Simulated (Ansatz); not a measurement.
## Caesium (fcc) across density functionals

All rows: Ansatz, plane waves with scalar-relativistic PAW, 420 eV (500 eV for the SCAN forms), relaxed under each functional, no dispersion correction, no zero-point motion. B₀ comes from uniform scaling at fixed shape; a dash is a value not given.

```tsv
functional	V (Å³/atom)	cell	B₀ (GPa)	magnetic state	ΔE to bcc (meV/atom)
PBE	116.48	a = 7.752 Å	-	spin not included	-1
r²SCAN	123.60	a = 7.907 Å	-	spin not included	2
PBEsol	110.45	a = 7.616 Å	2	spin not included	-1
LDA	96.17	a = 7.273 Å	2	spin not included	1
revPBE	128.75	a = 8.015 Å	2	spin not included	-1
RPBE	131.02	a = 8.062 Å	-	spin not included	-1
BLYP	124.50	a = 7.926 Å	2	spin not included	-4
```

LDA gives the smallest volume and RPBE the largest.
